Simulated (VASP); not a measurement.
Here is a VASP 6.6.1 calculation.

The input INCAR:

```
PREC = Accurate
ENCUT = 520
EDIFF = 1E-7
ISMEAR = 0
SIGMA = 0.1
LREAL = False
LASPH = True
NELM = 100
ALGO = Normal
ISIF = 3
LWAVE = False
LCHARG = False
GGA = PS
IBRION = 2
NSW = 80
EDIFFG = -0.002
```

File KPOINTS:

```
Automatic mesh
0
Gamma
  18 18 18
```

File POSCAR:

```
Pt
1.0
    0.0000000000      1.9609000000      1.9609000000
    1.9609000000      0.0000000000      1.9609000000
    1.9609000000      1.9609000000      0.0000000000
Pt
1
Direct
    0.0000000000      0.0000000000      0.0000000000
```

Potentials or basis: VASP PAW PBE potentials, release 64 (Pt).

Run with:

```bash
$ cat potpaw_PBE.64/Pt/POTCAR > POTCAR
$ mpirun -np 1 vasp_std > vasp.out
```

Estimate the relaxed cell.

a = 2.769 Å, b = 2.769 Å, c = 2.769 Å, α = 60.00°, β = 60.00°, γ = 60.00°.

Predict the band gap on the k mesh.

none (metal or under the smearing width).

Predict the relaxed volume.

15.01 Å³/atom.

Estimate the space group after relaxing (to 0.05 Å).

Fm-3m (No. 225).

The path:
| step | energy change (eV) | largest force (eV/Å) | pressure (GPa) | volume (Å³) |
| --- | --- | --- | --- | --- |
| 1 | 0.0000 | 0.0000 | -1.25 | 15.08 |
| 2 | 0.0019 | 0.0000 | 3.80 | 14.83 |
| 3 | -0.0003 | 0.0000 | 0.00 | 15.01 |

Caveat: the PAW data sets were made with another functional, which shifts forces and pressure a little. The run has no spin-orbit coupling, so splittings on Pt are missing.
